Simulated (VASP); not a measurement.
# CaO (Fm-3m) in VASP: Born charges and dielectric tensor with LDA

Aim: the Born charges and dielectric tensor of CaO with LDA.

Program: VASP 6.6.1. These are calculated values, not measurements. Logs are shortened: lines on timing, memory, paths and dates and some standing lists are left out, and cuts for length are marked.

## (1) The crystal as given

Symmetry: Fm-3m, No. 225, cubic system. Conventional cell: a = 4.717 Å, b = 4.717 Å, c = 4.717 Å, α = 90.00°, β = 90.00°, γ = 90.00°. Ca (site symmetry m-3m) has 6 O at 2.36 Å as nearest neighbours. Around O (site symmetry m-3m) lie 6 Ca at 2.36 Å.

## (2) Born charges and dielectric tensor, LDA

File INCAR:

```
SYSTEM = CaO
  ALGO = Fast
  EDIFF = 1E-8
  ENCUT = 600
  IBRION = 8
  ISIF = 2
  ISMEAR = 0
  LASPH = .TRUE.
  LCHARG = .FALSE.
  LEPSILON = .TRUE.
  LREAL = .FALSE.
  LWAVE = .FALSE.
  NELM = 60
  NSW = 1
  PREC = Accurate
  SIGMA = 0.02
```

File KPOINTS:

```
k-points
0
G
  8 8 8
  0 0 0
```

File POSCAR:

```
CaO
1.0
    0.0000000000      2.3586200000      2.3586200000
    2.3586200000      0.0000000000      2.3586200000
    2.3586200000      2.3586200000      0.0000000000
Ca O
1 1
Direct
    0.0000000000      0.0000000000      0.0000000000
    0.5000000000      0.5000000000      0.5000000000
```

Potentials or basis: VASP PAW LDA potentials, release 64 (Ca_pv, O).

The run is started by

```sh
cat potpaw_LDA.64/Ca_pv/POTCAR potpaw_LDA.64/O/POTCAR > POTCAR
mpirun -np 1 vasp_std > vasp.out
```

OUTCAR:

```text
SYSTEM = CaO
   EDIFF = 1E-8
   ENCUT = 600
   IBRION = 8
   ISIF = 2
   ISMEAR = 0
   LASPH = .TRUE.
   LEPSILON = .TRUE.
   LREAL = .FALSE.
   NELM = 60
   NSW = 1
   PREC = Accurate

 ion  position               nearest neighbor table
   1  0.000  0.000  0.000-   2 2.36   2 2.36   2 2.36   2 2.36   2 2.36   2 2.36
   2  0.500  0.500  0.500-   1 2.36   1 2.36   1 2.36   1 2.36   1 2.36   1 2.36

  LATTYP: Found a face centered cubic cell.
 ALAT       =     4.7172400000

  Lattice vectors:

 A1 = (   0.0000000000,   2.3586200000,   2.3586200000)
 A2 = (   2.3586200000,   0.0000000000,   2.3586200000)
 A3 = (   2.3586200000,   2.3586200000,   0.0000000000)

Analysis of symmetry for initial positions (statically):
=====================================================================
 Subroutine PRICEL returns:
 Original cell was already a primitive cell.

 Routine SETGRP: Setting up the symmetry group for a
 face centered cubic supercell.

 Subroutine GETGRP returns: Found 48 space group operations
 (whereof 48 operations were pure point group operations)
 out of a pool of 48 trial point group operations.

The static configuration has the point symmetry O_h .

Analysis of symmetry for dynamics (positions and initial velocities):
=====================================================================
 Subroutine PRICEL returns:
 Original cell was already a primitive cell.

 Routine SETGRP: Setting up the symmetry group for a
 face centered cubic supercell.

 Subroutine GETGRP returns: Found 48 space group operations
 (whereof 48 operations were pure point group operations)
 out of a pool of 48 trial point group operations.

The dynamic configuration has the point symmetry O_h .

 Subroutine INISYM returns: Found 48 space group operations
 (whereof 48 operations are pure point group operations),
 and found     1 'primitive' translations

----------------------------------------------------------------------------------------

                                     Primitive cell

  volume of cell :      26.2424

  direct lattice vectors                    reciprocal lattice vectors
     0.000000000  2.358620000  2.358620000    -0.211988366  0.211988366  0.211988366
     2.358620000  0.000000000  2.358620000     0.211988366 -0.211988366  0.211988366
     2.358620000  2.358620000  0.000000000     0.211988366  0.211988366 -0.211988366

  length of vectors
     3.335592392  3.335592392  3.335592392     0.367174621  0.367174621  0.367174621

  position of ions in fractional coordinates (direct lattice)
     0.000000000  0.000000000  0.000000000
     0.500000000  0.500000000  0.500000000

  ion indices of the primitive-cell ions
   primitive index   ion index
                 1           1
                 2           2

----------------------------------------------------------------------------------------

 KPOINTS: k-points

Automatic generation of k-mesh.
[... 489 lines left out ...]
 ------------------------------------------------------

 Free energy of the ion-electron system (eV)
  ---------------------------------------------------
  ---------------------------------------------------
  free energy    TOTEN  =        -0.22291051 eV

  energy without entropy =       -0.22291051

------------------------ aborting loop because EDIFF is reached ----------------------------------------

--------------------------------------- Ionic step        2  -------------------------------------------

------------------------ aborting loop because EDIFF is reached ----------------------------------------

--------------------------------------- Ionic step        3  -------------------------------------------

------------------------ aborting loop because EDIFF is reached ----------------------------------------

 PIEZOELECTRIC TENSOR FIELD DIRECTION 3  (e Angst)
 -----------------------------------------------------------------------------
     0.00006  0.00000  0.00000           (  0.00001  0.00000  0.00000)
     0.00000  0.00006 -0.00000           (  0.00000  0.00001 -0.00000)
     0.00000 -0.00000 -0.00054           (  0.00000 -0.00000  0.00000)

 PIEZOELECTRIC TENSOR FIELD DIRECTION 3  (C/m^2)
 -----------------------------------------------------------------------------
     0.00004  0.00000  0.00000
     0.00000  0.00004 -0.00000
     0.00000 -0.00000 -0.00033

--------------------------------------- Ionic step        4  -------------------------------------------

------------------------ aborting loop because EDIFF is reached ----------------------------------------

[... ionic steps 5 to 6 ...]

--------------------------------------- Ionic step        7  -------------------------------------------

 Free energy of the ion-electron system (eV)
  ---------------------------------------------------
  ---------------------------------------------------
  free energy    TOTEN  =        -0.35723721 eV

  energy without entropy =       -0.35723721

------------------------ aborting loop because EDIFF is reached ----------------------------------------

 INTERNAL STRAIN TENSOR  FOR ION    2  DIRECTION 1   (eV/Angst):
 -----------------------------------------------------------------------------
     0.06038 -0.00000  0.00000
     0.00000 -0.02522  0.00000
     0.00000  0.00000 -0.02522

 MACROSCOPIC STATIC DIELECTRIC TENSOR (including local field effects in DFT)
 ------------------------------------------------------
           3.888784     0.000000     0.000000
           0.000000     3.888784     0.000000
           0.000000    -0.000000     3.888784
 ------------------------------------------------------

 PIEZOELECTRIC TENSOR (including local field effects)  for field in x, y, z        (e  Angst)
          XX          YY          ZZ          XY          YZ          ZX
  --------------------------------------------------------------------------------
  x     0.00000     0.00000     0.00000     0.00000     0.00000     0.00000
  y     0.00000     0.00000     0.00000     0.00000     0.00000     0.00000
  z     0.00000     0.00000     0.00000     0.00000     0.00000     0.00000

 PIEZOELECTRIC TENSOR (including local field effects)  for field in x, y, z        (C/m^2)
          XX          YY          ZZ          XY          YZ          ZX
  --------------------------------------------------------------------------------
  x     0.00000     0.00000     0.00000     0.00000     0.00000     0.00000
  y     0.00000     0.00000     0.00000     0.00000     0.00000     0.00000
  z     0.00000     0.00000     0.00000     0.00000     0.00000     0.00000

 BORN EFFECTIVE CHARGES (including local field effects) (in |e|, cummulative output)
 ---------------------------------------------------------------------------------
 ion    1
    1     2.37161     0.00000     0.00000
    2    -0.00000     2.37161     0.00000
    3    -0.00000     0.00000     2.37161
 ion    2
    1    -2.37161     0.00000     0.00000
    2     0.00000    -2.37161     0.00000
    3     0.00000     0.00000    -2.37161

 INTERNAL STRAIN TENSOR FOR ION    2 for displacements in x,y,z  (eV/Angst):
          X           Y           Z          XY          YZ          ZX
  --------------------------------------------------------------------------------
  x     0.00000     0.00000     0.00000     0.00000     0.00000     0.00000
  y     0.00000     0.00000     0.00000     0.00000     0.00000     0.00000
  z     0.00000     0.00000     0.00000     0.00000     0.00000     0.00000

 SECOND DERIVATIVES (NOT SYMMETRIZED)
 ------------------------------------
               1X          1Y          1Z          2X          2Y          2Z
  1X    -3.272911    0.000000    0.000000    3.272911    0.000000    0.000000
  1Y     0.000000   -3.272911    0.000000    0.000000    3.272911    0.000000
  1Z     0.000000    0.000000   -3.272911    0.000000    0.000000    3.272911
  2X     3.261446    0.000000    0.000000   -3.261446    0.000000    0.000000
  2Y     0.000000    3.261446    0.000000    0.000000   -3.261446    0.000000
  2Z     0.000000    0.000000    3.261446    0.000000    0.000000   -3.261446

 Eigenvectors and eigenvalues of the dynamical matrix
 ----------------------------------------------------

   1 f  =    8.353277 THz    52.485189 2PiTHz  278.635336 cm-1    34.546363 meV
             X         Y         Z           dx          dy          dz
      0.000000  0.000000  0.000000     0.534821   -0.000000    0.000000
      2.358620  2.358620  2.358620    -0.844966    0.000000    0.000000
[... 21 lines left out ...]
   6 f/i=    0.006624 THz     0.041618 2PiTHz    0.220941 cm-1     0.027393 meV
             X         Y         Z           dx          dy          dz
      0.000000  0.000000  0.000000     0.017578    0.799417   -0.273111
      2.358620  2.358620  2.358620     0.011126    0.505991   -0.172865

--------------------------------------------------------------------------------------------------------

 MACROSCOPIC STATIC DIELECTRIC TENSOR IONIC CONTRIBUTION
 ------------------------------------------------------
          11.870681    -0.000000    -0.000000
          -0.000000    11.870681     0.000000
          -0.000000     0.000000    11.870681
 ------------------------------------------------------

 ELASTIC MODULI CONTR FROM IONIC RELAXATION (kBar)
 Direction    XX          YY          ZZ          XY          YZ          ZX
 --------------------------------------------------------------------------------
 XX           0.0000      0.0000      0.0000      0.0000      0.0000      0.0000
 YY           0.0000      0.0000      0.0000      0.0000      0.0000      0.0000
 ZZ           0.0000      0.0000      0.0000      0.0000      0.0000      0.0000
 XY           0.0000      0.0000      0.0000      0.0000      0.0000      0.0000
 YZ           0.0000      0.0000      0.0000      0.0000      0.0000      0.0000
 ZX           0.0000      0.0000      0.0000      0.0000      0.0000      0.0000
 --------------------------------------------------------------------------------

 PIEZOELECTRIC TENSOR IONIC CONTR  for field in x, y, z        (C/m^2)
          XX          YY          ZZ          XY          YZ          ZX
  --------------------------------------------------------------------------------
  x     0.00000     0.00000     0.00000     0.00000     0.00000     0.00000
  y     0.00000     0.00000     0.00000     0.00000     0.00000     0.00000
  z     0.00000     0.00000     0.00000     0.00000     0.00000     0.00000
```

Run time: 4.6 min. Hardware: 1 thread of AMD EPYC 9R45 (Zen 5), shared host; peak memory 0.18 GiB.

What came out:

| Property | Result |
| --- | --- |
| Band gap on the k mesh | 3.44 eV, indirect (least direct gap 3.81 eV) |
| Electronic dielectric tensor (diagonal) | 3.89 |
| Born charges (mean of the diagonal) | Ca +2.37; O -2.37 e |
| Highest phonon frequency at Γ, LO-TO splitting left out | 279 cm⁻¹ |

Phonon frequencies in cm⁻¹ (negative: imaginary):
| q point | frequencies |
| --- | --- |
| (0.000, 0.000, 0.000) | 0 0 0 279 279 279 |

Electronic dielectric tensor:
```
3.89 0.00 0.00
0.00 3.89 0.00
0.00 0.00 3.89
```

Born effective charge tensors (e):
atom 1, Ca
```
2.37 0.00 0.00
0.00 2.37 0.00
0.00 0.00 2.37
```
atom 2, O
```
-2.37  0.00  0.00
 0.00 -2.37  0.00
 0.00  0.00 -2.37
```
